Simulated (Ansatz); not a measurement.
## A decomposition energy, worked out: Na4F3

The calculation used DFT PBE, scalar-relativistic, plane waves, PAW in Ansatz 0.2.0. All cells share a 420 eV cutoff and Γ-centred k meshes spaced at most about 0.3 Å⁻¹ (about 0.25 or finer for metals, 2π included). No spin polarisation.

The zero of energy is the elements' standard structures at the same level (F₂ as a molecule); no fitted shifts are applied.

All energies are static (0 K, no zero-point motion). In Na4F3 P-43m an odd number of electrons in the primitive cell allows no gap without spin; a larger cell or a magnetic state could open one.

A trial structure of Na4F3 (reached from: random cell; relaxed: space group P-43m (No. 215), a = 5.273 Å) has a formation energy of -2.158 eV/atom. At its composition the lowest mixture among the elements and 1 reference phase computed alike (others may be missing) consists of these:

```
      phase             source  ΔE_f (eV/atom)
 Na (solid)            element          -0.001
NaF (Fm-3m)  Materials Project          -2.711
```

The lowest database cell of Na (-0.001) lies slightly below the reference, hence the non-zero entry.

Question: Write the balanced decomposition and find its energy per atom, per formula unit and per mole of formula units.

Answer: Balancing Na and F gives Na4F3 → Na + 3 NaF. The left side holds 7 atoms, and the products take 1/7 (Na) and 6/7 (NaF) of them. The mixture therefore lies at 1/7 × (-0.001) + 6/7 × (-2.711) = -2.324 eV/atom. The reaction energy is -2.324 − (-2.158) = -0.166 eV/atom. Times 7 atoms that is -1.162 eV per Na4F3, and times 96.485 it is -112 kJ per mole of Na4F3. Decomposition is downhill, so the trial structure is unstable against this mixture.
